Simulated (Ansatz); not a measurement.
# Pd: relaxation of cell and atoms with PBE

The system is Pd.

```
Pd
1.0
     0.00000    1.94650    1.94650
     1.94650    0.00000    1.94650
     1.94650    1.94650    0.00000
Pd
1
Direct
  0.00000 0.00000 0.00000
```

```yaml
Program: Ansatz 0.2.0
Task: relaxation of cell and atoms
Functional: PBE
Potentials_or_basis: Ansatz PAW
Cutoff: "420 eV (not typed: the program's choice for these potentials)"
k_mesh: 12 × 12 × 12
Occupations: fermi-dirac, width 0.05 eV
Spin: no spin polarisation
Target_pressure: 5 GPa
Target_pressure_GPa: 5
```

```
Relaxed volume                                         : 14.90 Å³/atom
Relaxed cell                                           : a = 2.762 Å, b = 2.762 Å, c = 2.762 Å, α = 60.00°, β = 60.00°, γ = 60.00°
Space group after relaxing (to 0.05 Å)                 : Fm-3m (No. 225)
Energy change on relaxing (the enthalpy is what falls) : -5.5 meV/atom
Ionic steps                                            : 4
Pressure after relaxing                                : 5.0 GPa
Band gap on the k mesh                                 : none (metal or under the smearing width)
```

Step by step:
```tsv
step	energy change (eV)	largest force (eV/Å)	volume (Å³)
1	0.0000	0.0000	14.75
2	-0.0083	0.0000	15.01
3	-0.0054	0.0000	14.90
4	-0.0055	0.0000	14.90
```

Final structure:
```
CELL_PARAMETERS angstrom
0.00000 1.95297 1.95297
1.95297 0.00000 1.95297
1.95297 1.95297 0.00000
ATOMIC_POSITIONS crystal
Pd 0.00000 0.00000 0.00000
```

Levels at points of the mesh, in eV from the Fermi level:
```
             k point  band 7  band 8  band 9  band 10  band 11  band 12
  (0.00, 0.00, 0.00)   -2.78   -2.78   -1.19    -1.19    17.05    21.70
 (0.00, 0.00, -0.50)   -2.82   -0.01   -0.01     1.06     7.25    16.44
(0.00, -0.50, -0.50)   -0.04    0.30    0.30     3.37    10.66    13.15
```

It took 2.4 s on 2 threads of Intel(R) Xeon(R) Platinum 8175M CPU @ 2.50GHz (Skylake/Cascade Lake), with other jobs on the host, peak memory 0.34 GiB.

Caveat: the plane-wave basis is chosen anew once the cell has moved, so the energies of steps on either side of that aren't comparable. PBE usually gives volumes a little too large and moduli too small.
